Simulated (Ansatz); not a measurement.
The system is Ir.

```
CELL_PARAMETERS angstrom
2.75138 0.00000 0.00000
-1.37569 2.38276 0.00000
0.00000 0.00000 4.46229
ATOMIC_POSITIONS crystal
Ir 0.33333 0.66667 0.25000
Ir 0.66667 0.33333 0.75000
```

This isn't the form of Ir at room conditions, which is fcc.

- Program: Ansatz 0.2.0
- Task: relaxation of cell and atoms
- Functional: PBEsol0
- Potentials or basis: Ansatz PAW
- Cutoff: 420 eV (not typed: the program's choice for these potentials)
- k mesh: 6 × 6 × 3
- Occupations: fermi-dirac, width 0.05 eV
- Spin: no spin polarisation

At the start: volume 14.63 Å³/atom.

How do energy, volume and symmetry change on relaxing?

It ends after 8 steps and the volume is 13.74 Å³/atom (-6.1 %); space group P6_3/mmc (No. 194, to 0.05 Å).

Step by step:
```tsv
step	energy change (eV)	largest force (eV/Å)	volume (Å³)
1	0.0000	0.0000	29.25
2	-0.1200	0.0000	26.58
3	-0.1606	0.0000	27.61
4	-0.1617	0.0000	27.48
5	-0.1617	0.0000	27.47
6	-0.1607	0.0000	27.47
7	-0.1607	0.0000	27.48
8	-0.1607	0.0000	27.48
```

Final structure:
```
Ir
1.0
     2.72195    0.00000    0.00000
    -1.36097    2.35728    0.00000
     0.00000    0.00000    4.28244
Ir
2
Direct
  0.33333 0.66667 0.25000
  0.66667 0.33333 0.75000
```

Caveat: the k mesh is coarse (spacing up to 0.47 Å⁻¹), so the values aren't converged, least of all with exact exchange; the plane-wave basis is chosen anew once the cell has moved, so the energies of steps on either side of that aren't comparable; the PAW data sets come from PBE, with cores solved anew for the run's functional, which leaves a small shift of forces and pressure.
